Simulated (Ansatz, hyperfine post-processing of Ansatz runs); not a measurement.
# LiFeP2O7: isotropic lines and sites in a paramagnetic 7Li spectrum

Calculated values: DFT, PBEsol+U, plane-wave PAW, default files (PAW set soft_2), collinear spin, scalar-relativistic (Ansatz), contact and point-dipole shifts scaled to 330 K with Θ = 0 K (a pure Curie law); spin-only moments, above the ordering temperature.

```xyz
22
Lattice="-2.1729 0.0000 8.8698 3.3037 -4.1112 0.0000 3.3037 4.1112 0.0000" Properties=species:S:1:pos:R:3 pbc="T T T"
Fe    3.3037   -3.0765    0.0000
Fe    2.2172   -3.0765    4.4349
P     4.2289   -0.3257    1.8183
P     3.1425   -0.3257    6.2532
P     1.2919   -0.3257    2.6166
P     0.2055   -0.3257    7.0516
O     4.7301    0.7826    0.8766
O     3.6436    0.7826    5.3115
O     4.1339   -1.6843    1.1359
O     3.0474   -1.6843    5.5708
O     4.9885   -0.4457    3.1504
O     3.9021   -0.4457    7.5853
O     2.7604    0.2127    2.2175
O     1.6740    0.2127    6.6524
O     0.7907    0.7826    3.5584
O    -0.2957    0.7826    7.9933
O     0.5323   -0.4457    1.2845
O    -0.5541   -0.4457    5.7194
O     1.3870   -1.6843    3.2990
O     0.3005   -1.6843    7.7339
Li    3.3037    2.0563    0.0000
Li    2.2172    2.0563    4.4349
```

7Li MAS at 7.05 T (116.7 MHz), 62.5 kHz, 330 K; contact and dipolar shift alone, no orbital or quadrupolar part; lines under 1.5 % of the strongest are left out. NMR lines, with heights relative to the strongest:

```tsv
position (ppm)	intensity
-1390.3	4.5
-854.6	25
-318.9	34
216.9	100
752.6	78
1288.3	10
```

**Question.** Which lines are isotropic ones rather than spinning sidebands, and which Li atoms give them?

Sidebands are spaced by 536 ppm (the spinning rate over the resonance of 116.7 MHz). An isotropic line need not be the tallest: it is the area-weighted centre of its own family of sidebands, and the one that stays put when the rate is changed. Isotropic shifts: 217 ppm for atom 21 and the 1 atom equivalent to it (3 Fe through links of 96° (2) and 111° (2)), reduced anisotropy -1358 ppm.

[Logs are printed without paths, hosts, clocks, repeated set-up lines and the standing remarks that a program may print on its own settings, such as how far it seeks lower states.]

[Hosts, paths, dates, database ids (printed as entryN), source tags and the programs' standing remarks are cut or masked in the printed files.]
